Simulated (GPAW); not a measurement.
# GaSb (F-43m) in GPAW: a series of runs

Runs on GaSb. Level: PBE. Tasks: band structure.

All numbers are computed with GPAW 26.7.0; they aren't measurements. Logs are shortened: lines on timing, memory, paths and dates and some standing lists are left out, and cuts for length are marked. The log counts tension as positive stress, the text compression.

**What was measured.**

A printed reference work, data compilation reports, for a bulk crystal of GaSb at 4.2 K: band gap 0.811 eV (direct).

How close the calculation comes is told below.

## Step 1: The structure

It takes space group F-43m (No. 216, cubic). Conventional cell: a = 6.118 Å, b = 6.118 Å, c = 6.118 Å, α = 90.00°, β = 90.00°, γ = 90.00°. Around Sb (site symmetry -43m) lie 4 Ga at 2.65 Å. Around Ga (site symmetry -43m) lie 4 Sb at 2.65 Å.

## Step 2: Band structure, PBE

run.py

```python
from ase.dft.bandgap import bandgap
from ase.io import read, write
from ase.units import Bohr, GPa
from gpaw import GPAW, PW
from gpaw.elf import elf_from_dft_calculation

atoms = read('GaSb.xyz')

calc = GPAW(mode=PW(600),
            xc='PBE',
            kpts={'size': (8, 8, 8), 'gamma': True},
            occupations={'name': 'fermi-dirac', 'width': 0.05},
            nbands=18,
            convergence={'density': 1e-05, 'energy': 1e-05},
            maxiter=150,
            txt='gpaw.txt')
atoms.calc = calc
energy = atoms.get_potential_energy()
forces = atoms.get_forces()
stress = atoms.get_stress()
calc.write('gs.gpw')
write('result.traj', atoms)
print(f'Energy: {energy:.6f} eV')
print('Forces (eV/A):')
print(forces.round(4))
print('Stress (GPa):', (stress / GPa).round(3))
print('Fermi level:', round(calc.get_fermi_level(), 4), 'eV')
print(f'Gap: {bandgap(calc)[0]:.4f} eV, direct: {bandgap(calc, direct=True)[0]:.4f} eV')

# fields on the real-space grid
write('density.cube', atoms, data=calc.get_pseudo_density() * Bohr**3)
write('potential.cube', atoms, data=calc.get_electrostatic_potential())
write('elf.cube', atoms, data=elf_from_dft_calculation(calc).data)

path = atoms.cell.bandpath('GXWKGLUWLK,UX', npoints=60, eps=1e-4)
bs_calc = calc.fixed_density(kpts=path, symmetry='off', nbands=30,
                             convergence={'bands': 'CBM+6.0', 'eigenstates': 1e-6}, txt='bands.txt')
bs = bs_calc.band_structure()
bs.write('bs.json')
print(f'Gap on the path: {bandgap(bs_calc)[0]:.4f} eV')
```

GaSb.xyz

```xyz
2
Lattice="0.0000000000 3.0590000000 3.0590000000 3.0590000000 0.0000000000 3.0590000000 3.0590000000 3.0590000000 0.0000000000" Properties=species:S:1:pos:R:3 pbc="T T T"
Sb     4.5885000000      4.5885000000      4.5885000000
Ga     0.0000000000      0.0000000000      0.0000000000
```

Potentials or basis: GPAW PAW data sets (gpaw-data 1.2.1), pw.

On the command line:

```bash
$ OMP_NUM_THREADS=1 python run.py
```

gpaw.txt:

```text
__  _  _
 | _ |_)|_||  |
 |__||  | ||/\| - 26.7.0

Input parameters:
  mode=PW(ecut=600.0),
  convergence={'density': 1e-05, 'energy': 1e-05},
  kpts=MonkhorstPack(size=(8, 8, 8), gamma=True),
  maxiter=150,
  nbands=18,
  occupations=Occupations(name='fermi-dirac', width=0.05),
  xc=XC(name='PBE')

Diagonalizing LCAO Hamiltonian
Converting LCAO to pw mode

                     Sb

       Ga

Atoms  # Å, Bohr magnetons
|   | symbol |        x |        y |        z |    initial magnetic moments |
|---|--------|----------|----------|----------|-----------------------------|
| 0 |     Sb | 4.588500 | 4.588500 | 4.588500 | ( 0.0000,  0.0000,  0.0000) |
| 1 |     Ga | 0.000000 | 0.000000 | 0.000000 | ( 0.0000,  0.0000,  0.0000) |

Unit cell  # Å
| periodic |        x |        y |        z |  lengths |    angles |
|----------|----------|----------|----------|----------|-----------|
|      yes | 0.000000 | 3.059000 | 3.059000 | 4.326079 | 60.000000 |
|      yes | 3.059000 | 0.000000 | 3.059000 | 4.326079 | 60.000000 |
|      yes | 3.059000 | 3.059000 | 0.000000 | 4.326079 | 60.000000 |

Number of symmetries: 24
Symmetry operations  # r_c * U_cc + t_c -> r_c
|    | kind |            matrix            |
|----|------|------------------------------|
|  0 |  E   |  1, 0, 0,  0, 1, 0,  0, 0, 1 |
|  1 |  σ   |  1, 0, 0,  0, 0, 1,  0, 1, 0 |
|  2 |  σ   |  1, 0,-1,  0, 1,-1,  0, 0,-1 |
|  3 |  C3  |  1, 0,-1,  0, 0,-1,  0, 1,-1 |
|  4 |  C3  |  1,-1, 0,  0,-1, 1,  0,-1, 0 |
|  5 |  σ   |  1,-1, 0,  0,-1, 0,  0,-1, 1 |
|  6 |  σ   |  0, 1, 0,  1, 0, 0,  0, 0, 1 |
|  7 |  C3  |  0, 1, 0,  0, 0, 1,  1, 0, 0 |
|  8 |  C2  |  0, 1,-1,  1, 0,-1,  0, 0,-1 |
|  9 |  S4  |  0, 1,-1,  0, 0,-1,  1, 0,-1 |
| 10 |  C3  |  0, 0, 1,  1, 0, 0,  0, 1, 0 |
| 11 |  σ   |  0, 0, 1,  0, 1, 0,  1, 0, 0 |
| 12 |  S4  |  0, 0,-1,  1, 0,-1,  0, 1,-1 |
| 13 |  C3  |  0, 0,-1,  0, 1,-1,  1, 0,-1 |
| 14 |  S4  |  0,-1, 1,  1,-1, 0,  0,-1, 0 |
| 15 |  C2  |  0,-1, 1,  0,-1, 0,  1,-1, 0 |
| 16 |  C3  |  0,-1, 0,  1,-1, 0,  0,-1, 1 |
| 17 |  S4  |  0,-1, 0,  0,-1, 1,  1,-1, 0 |
| 18 |  S4  | -1, 1, 0, -1, 0, 1, -1, 0, 0 |
| 19 |  C3  | -1, 1, 0, -1, 0, 0, -1, 0, 1 |
| 20 |  C3  | -1, 0, 1, -1, 1, 0, -1, 0, 0 |
| 21 |  S4  | -1, 0, 1, -1, 0, 0, -1, 1, 0 |
| 22 |  σ   | -1, 0, 0, -1, 1, 0, -1, 0, 1 |
| 23 |  C2  | -1, 0, 0, -1, 0, 1, -1, 1, 0 |

BZ-sampling:
  Number of BZ points: 512
  Number of IBZ points: 29

  Monkhorst-Pack size: [8, 8, 8]
  Monkhorst-Pack shift: [0.0625, 0.0625, 0.0625]

K-points  # in reciprocal-cell coordinates
|     |                                coordinates |     weight |
|-----|--------------------------------------------|------------|
|   0 | (  0.00000000,   0.00000000,   0.00000000) | 0.00195312 |
|   1 | (  0.12500000,   0.12500000,   0.00000000) | 0.01171875 |
|   2 | (  0.12500000,   0.12500000,   0.12500000) | 0.01562500 |
|   3 | (  0.25000000,   0.12500000,   0.12500000) | 0.02343750 |
|   4 | (  0.25000000,   0.25000000,   0.00000000) | 0.01171875 |
|   5 | (  0.25000000,   0.25000000,   0.12500000) | 0.04687500 |
|   6 | (  0.25000000,   0.25000000,   0.25000000) | 0.01562500 |
|   7 | (  0.37500000,   0.25000000,  -0.37500000) | 0.04687500 |
|   8 | (  0.37500000,   0.25000000,   0.12500000) | 0.04687500 |
|   9 | (  0.37500000,   0.25000000,   0.25000000) | 0.04687500 |
| ... |                                            |            |
|  28 | (  0.50000000,   0.50000000,   0.50000000) | 0.00781250 |

Plane wave coefficients: 1926
Cutoff: 600.0 eV

Spin-components: 1 (collinear spins)
Bands:           18
Projectors:      11
Spin-degeneracy: 2
Datatype:        complex128

Parallelization:
  kpt:    1
  domain: 1
  band:   1

Density:
  Valence electrons: 18.0
  Components: 1
  Grid points: [25 25 25]
  Charge: 0.0  # |e|

Potential:
  Grid points: [25 25 25]

species:
  Sb:
    name:    Antimony
    Z:       51.0
    valence: 15
    core:    36
    charge:  0.0  # [|e|]
    compensation charges:
      type: gauss
      rc: 0.36  # [Å]
      lmax: 2
    cutoffs:
      filter: 2.23  # [Å]
      core: 2.23  # [Å]
    projectors
    | kind |    occ | energy [eV] | rcut [Å] |
    |------|--------|-------------|----------|
    |   5s |  2.000 |     -12.815 |    1.154 |
    |   5p |  3.000 |      -4.830 |    1.233 |
    |   4d | 10.000 |     -33.514 |    1.196 |
    |    s |        |      14.396 |    1.154 |
    |    p |        |      22.381 |    1.233 |
    |    d |        |      -6.303 |    1.196 |

    Using partial waves for Sb as LCAO basis

  Ga:
    name:    Gallium
    Z:       31.0
    valence: 3
    core:    28
    charge:  0.0  # [|e|]
    compensation charges:
      type: gauss
      rc: 0.37  # [Å]
      lmax: 2
    cutoffs:
      filter: 2.06  # [Å]
      core: 4.17  # [Å]
    projectors
    | kind |    occ | energy [eV] | rcut [Å] |
    |------|--------|-------------|----------|
    |   4s |  2.000 |      -8.945 |    1.164 |
    |   4p |  1.000 |      -2.580 |    1.164 |
    |    s |        |      18.266 |    1.164 |
    |    p |        |      24.631 |    1.164 |
    |    d |        |       0.000 |    1.164 |

    Using partial waves for Ga as LCAO basis

Reference energy: -229166.229777  # eV

eigensolver:
  PPCG
  Converge bands: occupied
  niter=2

density mixing:
  MSR1-Mixer
  Pratt-step length: 0.05
  Maximum mixing coefficient: 0.75
  Old densities: 10
  SVD Regularization: 0.005
  Good broyden scale: 1.0
  Trust region scale: 1.0
  Backstep threshold: 4.0
  History deletion threshold: 6.0
  Fourier metric: weight=20.0, sigma=0.015

occupation numbers:
  Fermi-Dirac:
    width: 0.0500  # eV

poisson solver:
  ecut: 4800.0  # eV

xc functional:
  name: PBE with 2 nearest neighbor stencil

convergence criteria:
- Maximum integral of absolute [dens]ity change: 1e-05 electrons / valence electron
- Maximum [total energy] change in last 3 cyles: 1e-05 eV / valence electron
- Maximum integral of absolute [eigenst]ate change: 4e-08 eV^2 / valence electron
maximum number of iterations: 150

SCF iterations
|iter     | |      energy | eigst |  dens |
|---------|-|-------------|-------|-------|
|iter:   1| |   -7.657340 | +0.20 |       |
|iter:   2| |   -7.660610 | -2.00 | -1.29 |
|iter:   3| |   -7.643947 | -2.47 | -1.31 |
|iter:   4| |   -7.645882 | -3.15 | -1.85 |
|iter:   5| |   -7.646244 | -4.24 | -2.59 |
|iter:   6| |   -7.646374 | -4.89 | -2.97 |
|iter:   7| |   -7.646374c| -6.67 | -4.14 |
|iter:   8| |   -7.646375c| -7.48c| -4.58 |
|iter:   9| |   -7.646375c| -8.34c| -5.42c|

Converged in 9 steps
Energy contributions relative to reference atoms: (reference = -229166.229777)

Energy contributions:
  Kinetic:          12.445352
  Coulomb:         -10.938870
  Zero:              0.192755
  External:          0.000000
  Xc:               -9.345397
  Entropy:          -0.000428
  Spinorbit:         0.000000
  ----------------------------
  Free energy:      -7.646589
  Extrapolated:     -7.646375

dipole moment: (-11.037210, -11.037210, -11.037210)  # |e|*Ang

Fermi level: 4.966
Eigenvalues  # (at kpt = [0.000, 0.000, 0.000])
| band index |      eig [eV] | occ [0-2] |
|------------|---------------|-----------|
|          0 |       -23.868 |     2.000 |
|          1 |       -23.868 |     2.000 |
|          2 |       -23.868 |     2.000 |
|          3 |       -23.852 |     2.000 |
|          4 |       -23.852 |     2.000 |
|          5 |        -6.562 |     2.000 |
[... 10 lines left out ...]
|         16 |        14.424 |     0.000 |
|         17 |        14.424 |     0.000 |

Gap: 0.092 eV
Transition (v -> c):
  (s=0, k=0, n=8, [0.00, 0.00, 0.00]) -> (s=0, k=0, n=9, [0.00, 0.00, 0.00])
No difference between direct/indirect transitions

Forces  # eV/Ang
|        x |        y |       z |
|----------|----------|---------|
| -0.00000 | -0.00000 | 0.00000 |  # Sb   0
| -0.00000 | -0.00000 | 0.00000 |  # Ga   1

Stress tensor  # eV/Ang^3
|         x |         y |         z |
|-----------|-----------|-----------|
| -0.014652 |  0.000000 | -0.000000 |
|  0.000000 | -0.014652 |  0.000000 |
| -0.000000 |  0.000000 | -0.014652 |

# Writing to gs.gpw (mode='')
```

Wall time 39 s (1 thread of Intel Xeon Platinum 8375C at 2.90GHz (Ice Lake), shared host); peak memory 0.27 GiB.

Results:

* Free energy: -7.6466 eV
* Pressure: 2.3 GPa
* Band gap on the k mesh: 0.09 eV, direct
* Band gap along the path: 0.09 eV, direct

Levels at the corners of the path, in eV from the valence-band top:
| point | band 6 | band 7 | band 8 | band 9 | band 10 | band 11 | band 12 | band 13 |
| --- | --- | --- | --- | --- | --- | --- | --- | --- |
| Γ | -11.44 | 0.00 | 0.00 | 0.00 | 0.09 | 2.82 | 2.82 | 2.82 |
| X | -9.06 | -6.76 | -2.56 | -2.56 | 0.94 | 1.28 | 8.75 | 8.75 |
| W | -9.03 | -6.62 | -3.34 | -3.11 | 3.72 | 4.35 | 4.46 | 4.80 |
| K | -9.13 | -6.58 | -3.59 | -2.18 | 1.44 | 3.91 | 6.66 | 6.87 |
| Γ | -11.44 | 0.00 | 0.00 | 0.00 | 0.09 | 2.82 | 2.82 | 2.82 |
| L | -9.87 | -6.33 | -1.15 | -1.15 | 0.44 | 3.79 | 3.79 | 6.51 |
| U | -9.13 | -6.58 | -3.59 | -2.18 | 1.44 | 3.91 | 6.66 | 6.87 |
| W | -9.03 | -6.62 | -3.34 | -3.11 | 3.72 | 4.35 | 4.46 | 4.80 |
| L | -9.87 | -6.33 | -1.15 | -1.15 | 0.44 | 3.79 | 3.79 | 6.51 |
| K | -9.13 | -6.58 | -3.59 | -2.18 | 1.44 | 3.91 | 6.66 | 6.87 |
| U | -9.13 | -6.58 | -3.59 | -2.18 | 1.44 | 3.91 | 6.66 | 6.87 |
| X | -9.06 | -6.76 | -2.56 | -2.56 | 0.94 | 1.28 | 8.75 | 8.75 |

Caveat: spin-orbit coupling is left out, which moves the levels of the heavy elements.

## Step 3: Band structure, PBE

run.py, as its differences from that of step 2:

```diff
@@ -2,5 +2,6 @@
 from ase.io import read, write
-from ase.units import Bohr, GPa
-from gpaw import GPAW, PW
-from gpaw.elf import elf_from_dft_calculation
+from ase.units import GPa
+from gpaw import GPAW, PW, setup_paths
+
+setup_paths.insert(0, '.')
 
@@ -29,7 +30,2 @@
 
-# fields on the real-space grid
-write('density.cube', atoms, data=calc.get_pseudo_density() * Bohr**3)
-write('potential.cube', atoms, data=calc.get_electrostatic_potential())
-write('elf.cube', atoms, data=elf_from_dft_calculation(calc).data)
-
 path = atoms.cell.bandpath('GXWKGLUWLK,UX', npoints=60, eps=1e-4)
```

GaSb.xyz is that of step 2.

Potentials or basis: PAW data sets generated in the run's folder for this functional, pw.

On the command line:

```bash
$ gpaw-setup -f PBE Ga Sb
$ OMP_NUM_THREADS=1 python run.py
```

gpaw.txt:

```text
__  _  _
 | _ |_)|_||  |
 |__||  | ||/\| - 26.7.0

Input parameters:
  mode=PW(ecut=600.0),
  convergence={'density': 1e-05, 'energy': 1e-05},
  kpts=MonkhorstPack(size=(8, 8, 8), gamma=True),
  maxiter=150,
  nbands=18,
  occupations=Occupations(name='fermi-dirac', width=0.05),
  xc=XC(name='PBE')

Diagonalizing LCAO Hamiltonian
Converting LCAO to pw mode

                     Sb

       Ga

Atoms  # Å, Bohr magnetons
|   | symbol |        x |        y |        z |    initial magnetic moments |
|---|--------|----------|----------|----------|-----------------------------|
| 0 |     Sb | 4.588500 | 4.588500 | 4.588500 | ( 0.0000,  0.0000,  0.0000) |
| 1 |     Ga | 0.000000 | 0.000000 | 0.000000 | ( 0.0000,  0.0000,  0.0000) |

Unit cell  # Å
| periodic |        x |        y |        z |  lengths |    angles |
|----------|----------|----------|----------|----------|-----------|
|      yes | 0.000000 | 3.059000 | 3.059000 | 4.326079 | 60.000000 |
|      yes | 3.059000 | 0.000000 | 3.059000 | 4.326079 | 60.000000 |
|      yes | 3.059000 | 3.059000 | 0.000000 | 4.326079 | 60.000000 |

Number of symmetries: 24
Symmetry operations  # r_c * U_cc + t_c -> r_c
|    | kind |            matrix            |
|----|------|------------------------------|
|  0 |  E   |  1, 0, 0,  0, 1, 0,  0, 0, 1 |
|  1 |  σ   |  1, 0, 0,  0, 0, 1,  0, 1, 0 |
|  2 |  σ   |  1, 0,-1,  0, 1,-1,  0, 0,-1 |
|  3 |  C3  |  1, 0,-1,  0, 0,-1,  0, 1,-1 |
|  4 |  C3  |  1,-1, 0,  0,-1, 1,  0,-1, 0 |
|  5 |  σ   |  1,-1, 0,  0,-1, 0,  0,-1, 1 |
|  6 |  σ   |  0, 1, 0,  1, 0, 0,  0, 0, 1 |
|  7 |  C3  |  0, 1, 0,  0, 0, 1,  1, 0, 0 |
|  8 |  C2  |  0, 1,-1,  1, 0,-1,  0, 0,-1 |
|  9 |  S4  |  0, 1,-1,  0, 0,-1,  1, 0,-1 |
| 10 |  C3  |  0, 0, 1,  1, 0, 0,  0, 1, 0 |
| 11 |  σ   |  0, 0, 1,  0, 1, 0,  1, 0, 0 |
| 12 |  S4  |  0, 0,-1,  1, 0,-1,  0, 1,-1 |
| 13 |  C3  |  0, 0,-1,  0, 1,-1,  1, 0,-1 |
| 14 |  S4  |  0,-1, 1,  1,-1, 0,  0,-1, 0 |
| 15 |  C2  |  0,-1, 1,  0,-1, 0,  1,-1, 0 |
| 16 |  C3  |  0,-1, 0,  1,-1, 0,  0,-1, 1 |
| 17 |  S4  |  0,-1, 0,  0,-1, 1,  1,-1, 0 |
| 18 |  S4  | -1, 1, 0, -1, 0, 1, -1, 0, 0 |
| 19 |  C3  | -1, 1, 0, -1, 0, 0, -1, 0, 1 |
| 20 |  C3  | -1, 0, 1, -1, 1, 0, -1, 0, 0 |
| 21 |  S4  | -1, 0, 1, -1, 0, 0, -1, 1, 0 |
| 22 |  σ   | -1, 0, 0, -1, 1, 0, -1, 0, 1 |
| 23 |  C2  | -1, 0, 0, -1, 0, 1, -1, 1, 0 |

BZ-sampling:
  Number of BZ points: 512
  Number of IBZ points: 29
[... 66 lines left out ...]

    Using partial waves for Sb as LCAO basis

  Ga:
    name:    Gallium
    Z:       31.0
    valence: 3
    core:    28
    charge:  0.0  # [|e|]
    compensation charges:
      type: gauss
      rc: 0.37  # [Å]
      lmax: 2
    cutoffs:
      filter: 2.06  # [Å]
      core: 4.17  # [Å]
    projectors
    | kind |    occ | energy [eV] | rcut [Å] |
    |------|--------|-------------|----------|
    |   4s |  2.000 |      -8.945 |    1.164 |
    |   4p |  1.000 |      -2.580 |    1.164 |
    |    s |        |      18.266 |    1.164 |
    |    p |        |      24.631 |    1.164 |
    |    d |        |       0.000 |    1.164 |

    Using partial waves for Ga as LCAO basis

Reference energy: -229166.231961  # eV

eigensolver:
  PPCG
  Converge bands: occupied
  niter=2

density mixing:
  MSR1-Mixer
  Pratt-step length: 0.05
  Maximum mixing coefficient: 0.75
  Old densities: 10
  SVD Regularization: 0.005
  Good broyden scale: 1.0
  Trust region scale: 1.0
  Backstep threshold: 4.0
  History deletion threshold: 6.0
  Fourier metric: weight=20.0, sigma=0.015

occupation numbers:
  Fermi-Dirac:
    width: 0.0500  # eV

poisson solver:
  ecut: 4800.0  # eV

xc functional:
  name: PBE with 2 nearest neighbor stencil

convergence criteria:
- Maximum integral of absolute [dens]ity change: 1e-05 electrons / valence electron
- Maximum [total energy] change in last 3 cyles: 1e-05 eV / valence electron
- Maximum integral of absolute [eigenst]ate change: 4e-08 eV^2 / valence electron
maximum number of iterations: 150

SCF iterations
|iter     | |      energy | eigst |  dens |
|---------|-|-------------|-------|-------|
|iter:   1| |   -7.655173 | +0.20 |       |
|iter:   2| |   -7.658443 | -2.00 | -1.29 |
|iter:   3| |   -7.641779 | -2.47 | -1.31 |
|iter:   4| |   -7.643714 | -3.15 | -1.85 |
|iter:   5| |   -7.644076 | -4.24 | -2.59 |
|iter:   6| |   -7.644206 | -4.89 | -2.97 |
|iter:   7| |   -7.644207c| -6.67 | -4.14 |
|iter:   8| |   -7.644207c| -7.48c| -4.58 |
|iter:   9| |   -7.644207c| -8.34c| -5.42c|

Converged in 9 steps
Energy contributions relative to reference atoms: (reference = -229166.231961)

Energy contributions:
  Kinetic:          12.445172
  Coulomb:         -10.938707
  Zero:              0.192754
  External:          0.000000
  Xc:               -9.343212
  Entropy:          -0.000428
  Spinorbit:         0.000000
  ----------------------------
  Free energy:      -7.644421
  Extrapolated:     -7.644207

dipole moment: (-11.037209, -11.037209, -11.037209)  # |e|*Ang

Fermi level: 4.966
Eigenvalues  # (at kpt = [0.000, 0.000, 0.000])
| band index |      eig [eV] | occ [0-2] |
|------------|---------------|-----------|
|          0 |       -23.868 |     2.000 |
|          1 |       -23.868 |     2.000 |
|          2 |       -23.868 |     2.000 |
|          3 |       -23.852 |     2.000 |
|          4 |       -23.852 |     2.000 |
|          5 |        -6.562 |     2.000 |
[... 10 lines left out ...]
|         16 |        14.424 |     0.000 |
|         17 |        14.424 |     0.000 |

Gap: 0.092 eV
Transition (v -> c):
  (s=0, k=0, n=8, [0.00, 0.00, 0.00]) -> (s=0, k=0, n=9, [0.00, 0.00, 0.00])
No difference between direct/indirect transitions

Forces  # eV/Ang
|        x |        y |       z |
|----------|----------|---------|
| -0.00000 |  0.00000 | 0.00000 |  # Sb   0
| -0.00000 | -0.00000 | 0.00000 |  # Ga   1

Stress tensor  # eV/Ang^3
|         x |         y |         z |
|-----------|-----------|-----------|
| -0.014652 | -0.000000 | -0.000000 |
| -0.000000 | -0.014652 | -0.000000 |
| -0.000000 | -0.000000 | -0.014652 |

# Writing to gs.gpw (mode='')
```

Run time: 38 s. Hardware: 1 thread of Intel Xeon Platinum 8375C at 2.90GHz (Ice Lake), shared host; peak memory 0.27 GiB.

Results:

| Quantity | Value |
| --- | --- |
| Free energy | -7.6444 eV |
| Pressure | 2.3 GPa |
| Band gap on the k mesh | 0.09 eV, direct |
| Band gap along the path | 0.09 eV, direct |

Levels at the corners of the path, in eV from the valence-band top:
| point | band 5 | band 6 | band 7 | band 8 | band 9 | band 10 | band 11 | band 12 | band 13 | band 14 |
| --- | --- | --- | --- | --- | --- | --- | --- | --- | --- | --- |
| Γ | -28.73 | -11.44 | 0.00 | 0.00 | 0.00 | 0.09 | 2.82 | 2.82 | 2.82 | 5.85 |
| X | -28.73 | -9.06 | -6.76 | -2.56 | -2.56 | 0.94 | 1.28 | 8.75 | 8.75 | 10.11 |
| W | -28.73 | -9.03 | -6.62 | -3.34 | -3.11 | 3.72 | 4.35 | 4.46 | 4.80 | 9.94 |
| K | -28.73 | -9.13 | -6.58 | -3.59 | -2.18 | 1.44 | 3.91 | 6.66 | 6.87 | 7.59 |
| Γ | -28.73 | -11.44 | 0.00 | 0.00 | 0.00 | 0.09 | 2.82 | 2.82 | 2.82 | 5.85 |
| L | -28.73 | -9.87 | -6.33 | -1.15 | -1.15 | 0.44 | 3.79 | 3.79 | 6.51 | 9.40 |
| U | -28.73 | -9.13 | -6.58 | -3.59 | -2.18 | 1.44 | 3.91 | 6.66 | 6.87 | 7.59 |
| W | -28.73 | -9.03 | -6.62 | -3.34 | -3.11 | 3.72 | 4.35 | 4.46 | 4.80 | 9.94 |
| L | -28.73 | -9.87 | -6.33 | -1.15 | -1.15 | 0.44 | 3.79 | 3.79 | 6.51 | 9.40 |
| K | -28.73 | -9.13 | -6.58 | -3.59 | -2.18 | 1.44 | 3.91 | 6.66 | 6.87 | 7.59 |
| U | -28.73 | -9.13 | -6.58 | -3.59 | -2.18 | 1.44 | 3.91 | 6.66 | 6.87 | 7.59 |
| X | -28.73 | -9.06 | -6.76 | -2.56 | -2.56 | 0.94 | 1.28 | 8.75 | 8.75 | 10.11 |

Caveat: spin-orbit coupling is left out, which moves the levels of the heavy elements.

(Continued in part 2 of 2.)
